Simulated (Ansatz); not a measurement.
Density of states of TiO$_{2}$ (P2_1/c, a = 4.804 Å, b = 4.866 Å, c = 5.041 Å, α = 90.00°, β = 99.88°, γ = 90.00°), in states per eV and primitive cell, averaged over bins of 0.4 eV. Theory: DFT r2SCAN, scalar-relativistic, plane waves, PAW (Ansatz).

Settings: cutoff 500 eV, Γ-centred mesh 6×6×6 on the computed 12-atom cell, Gaussian smearing of 0.02 eV; no spin polarisation.

The cell is relaxed at this level. The states (both spins) are summed by tetrahedra on a 9×9×9 mesh at the self-consistent density. Energies are bin centres; the table starts no lower than −8 eV and ends at 6 eV, or lower where the solved bands end.

The gap is 2.70 eV at this level, with the zero inside it.

| E − E_F (eV) | total | O 2p | Ti 3d | O 2s | Ti 4s |
| --- | --- | --- | --- | --- | --- |
| -7.05 | 1.96 | 1.41 | 0.39 | 0.01 | 0.11 |
| -6.65 | 6.67 | 4.86 | 1.38 | 0.04 | 0.26 |
| -6.25 | 12.90 | 9.36 | 3.11 | 0.05 | 0.17 |
| -5.85 | 9.89 | 7.37 | 2.13 | 0.06 | 0.15 |
| -5.45 | 8.67 | 6.57 | 1.68 | 0.10 | 0.17 |
| -5.05 | 6.50 | 5.07 | 1.13 | 0.08 | 0.10 |
| -4.65 | 7.73 | 6.07 | 1.31 | 0.10 | 0.11 |
| -4.25 | 6.86 | 5.42 | 1.17 | 0.08 | 0.09 |
| -3.85 | 10.43 | 8.33 | 1.71 | 0.11 | 0.12 |
| -3.45 | 9.21 | 7.52 | 1.39 | 0.08 | 0.08 |
| -3.05 | 10.81 | 9.13 | 1.40 | 0.07 | 0.07 |
| -2.65 | 11.71 | 10.19 | 1.26 | 0.05 | 0.03 |
| -2.25 | 9.78 | 8.69 | 0.90 | 0.04 | 0.03 |
| -1.85 | 5.27 | 4.86 | 0.33 | 0.02 | 0.01 |
| -1.45 | 1.60 | 1.53 | 0.05 | 0.00 | 0.00 |
| -1.05 | 0.00 | 0.00 | 0.00 | 0.00 | 0.00 |
| -0.65 | 0.00 | 0.00 | 0.00 | 0.00 | 0.00 |
| -0.25 | 0.00 | 0.00 | 0.00 | 0.00 | 0.00 |
| 0.15 | 0.00 | 0.00 | 0.00 | 0.00 | 0.00 |
| 0.55 | 0.00 | 0.00 | 0.00 | 0.00 | 0.00 |
| 0.95 | 0.00 | 0.00 | 0.00 | 0.00 | 0.00 |
| 1.35 | 2.42 | 0.17 | 2.22 | 0.01 | 0.01 |
| 1.75 | 10.79 | 0.87 | 9.68 | 0.08 | 0.06 |
| 2.15 | 11.11 | 1.12 | 9.63 | 0.19 | 0.05 |
| 2.55 | 12.24 | 1.61 | 10.08 | 0.31 | 0.05 |
| 2.95 | 12.02 | 1.84 | 9.42 | 0.45 | 0.07 |
| 3.35 | 7.13 | 1.25 | 5.37 | 0.32 | 0.02 |
| 3.75 | 11.38 | 2.25 | 8.27 | 0.54 | 0.03 |
| 4.15 | 6.49 | 1.52 | 4.53 | 0.26 | 0.02 |
| 4.55 | 7.45 | 1.99 | 5.02 | 0.23 | 0.02 |
| 4.95 | 8.26 | 2.49 | 5.37 | 0.16 | 0.02 |
| 5.35 | 5.31 | 1.71 | 3.39 | 0.07 | 0.01 |
| 5.75 | 5.11 | 1.75 | 3.19 | 0.03 | 0.01 |

The columns after the total are the main Löwdin projections on the occupied valence shells of the potentials; 2 others are left out. The rest of the total lies in those, in shells that are empty in the free atom, which aren't projected, and between the atoms.

A ferromagnetic start lost its moments in a first run, so spin was left out; other magnetic orders weren't tried.

This form isn't the usual stable structure of the compound.

Cost: 1 run of about 9.2 core-minutes, on AMD EPYC (Zen 3) (shared hosts).